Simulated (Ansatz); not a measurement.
**Spin–orbit splittings in AgBr**

```
Ag Br
1.0
     0.00000    2.88605    2.88605
     2.88605    0.00000    2.88605
     2.88605    2.88605    0.00000
Ag Br
1 1
Direct
  0.50000 0.50000 0.50000
  0.00000 0.00000 0.00000
```

Atom numbers follow the list: Ag1, Br2.

Conventional cell: a = 5.772 Å, b = 5.772 Å, c = 5.772 Å, α = 90.00°, β = 90.00°, γ = 90.00°. Ag (atom 1) has 6 Br at 2.89 Å as nearest neighbours. Br (atom 2) is surrounded by 6 Ag at 2.89 Å.

The cell is COD entry 9011682, as deposited and not checked against the literature; nothing was relaxed.

All numbers are computed: DFT, PBE, all-electron LAPW, scalar-relativistic (Ansatz 0.2.0); DFT, PBE, all-electron LAPW, Dirac equation with spin-orbit coupling (Ansatz 0.2.0).

Sampling and basis: a Γ-centred 7×7×7 k mesh, Fermi–Dirac smearing of 0.03 eV, basis error target 0.5 meV/atom, no spin polarisation.

Levels between -8 and 5 eV, each run counted from its own valence-band top. Scalar levels are listed once for both spins; with the coupling every spinor state is counted. Levels near the edges of the range can cross them.

(1) At Γ (0.000, 0.000, 0.000) the scalar-relativistic levels are -2.73 (×5), -1.88 (×3), 0.68. What are they with spin–orbit coupling?

(2) At X (0.500, 0.000, 0.500) the scalar-relativistic levels are -4.16, -2.99, -2.75 (×2), -2.57, -2.33 (×2), -2.24, 1.64. What are they with spin–orbit coupling?

(3) At L (0.500, 0.500, 0.500) the scalar-relativistic levels are -5.13, -4.07 (×2), -2.43 (×2), -2.10, 0.00 (×2), 3.78. What are they with spin–orbit coupling?

(4) Without the coupling the gap is 0.68 eV, indirect from L (0.5, 0.5, 0.5) to Γ. And with it?

Results:

(1) -3.13 (×4), -2.60 (×6), -2.33 (×2), -1.78 (×4), 0.59 (×2).

(2) -4.27 (×2), -3.21 (×2), -2.99 (×2), -2.73 (×2), -2.68 (×2), -2.60 (×2), -2.24 (×2), -2.14 (×2), 1.55 (×2).

(3) -5.23 (×2), -4.20 (×2), -4.18 (×2), -2.60 (×2), -2.53 (×2), -2.08 (×2), -0.15 (×2), 0.00 (×2), 3.69 (×2).

(4) 0.59 eV, indirect from L (0.5, 0.5, 0.5) to Γ.
